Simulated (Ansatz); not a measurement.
# Ta2W3: the cost of one run

Method: DFT PBE, scalar-relativistic, plane waves, PAW, in Ansatz 0.2.0.

### 1 The starting structure

It takes space group R-3m (No. 166, trigonal). Conventional cell: a = 2.892 Å, b = 2.892 Å, c = 35.418 Å, α = 90.00°, β = 90.00°, γ = 120.00°. Ta (site symmetry 3m) has 6 W at 2.89 Å and 6 Ta at 2.89 Å as nearest neighbours. W (site symmetry -3m) has 6 Ta at 2.89 Å and 6 W at 2.89 Å as nearest neighbours. W (site symmetry 3m) is surrounded by 3 Ta at 2.89 Å and 9 W at 2.89 Å.

As a file:

```cif
data_structure
_symmetry_space_group_name_H-M 'R-3m:H'
_symmetry_Int_Tables_number 166
_cell_length_a 2.8918
_cell_length_b 2.8918
_cell_length_c 35.4177
_cell_angle_alpha 90.000
_cell_angle_beta 90.000
_cell_angle_gamma 120.000
_cell_volume 256.51
loop_
_atom_site_label
_atom_site_type_symbol
_atom_site_symmetry_multiplicity
_atom_site_Wyckoff_symbol
_atom_site_fract_x
_atom_site_fract_y
_atom_site_fract_z
_atom_site_occupancy
Ta1 Ta 6 c 0.00000 0.00000 0.10000 1
W1 W 3 b 0.33333 0.66667 0.16667 1
W2 W 6 c 0.00000 0.00000 0.30000 1
```

The start is an ordering of an alloy on its end members' structure types: elements ordered on the sites of the V type, Ta/W on V (R-3m, No. 166).

### 2 A first look at the guess

Input file input.yaml:

```yaml
crystal:
  lattice:
    - [1.44592022, 0.83480243, 11.80588913]
    - [-1.44592022, 0.83480243, 11.80588913]
    - [0.0, -1.66960485, 11.80588913]
  atoms:
    - { symbol: Ta, position: [0.1, 0.1, 0.1] }
    - { symbol: Ta, position: [0.9, 0.9, 0.9] }
    - { symbol: W, position: [0.5, 0.5, 0.5] }
    - { symbol: W, position: [0.3, 0.3, 0.3] }
    - { symbol: W, position: [0.7, 0.7, 0.7] }
basis:
  ecutwfc: 420
kpoints:
  mp_grid: { grid: [6, 6, 6] }
hamiltonian:
  xc: pbe
scf:
  occupations: { method: gaussian, width: 0.1 }
  lower_state_search: "off"
output:
  forces: true
  stress: true
  eigenvalues: true
```

On the command line:

```
$ ansatz run input.yaml --threads 1 --pin off --max-ram 2560MiB --backend cpu --events-out ev --progress --plain --runs-dir out
```

What time and memory should one allow on 1 thread of Intel Xeon at 2.70GHz, shared host?

About 6.4 s, with a peak of 0.41 GiB.
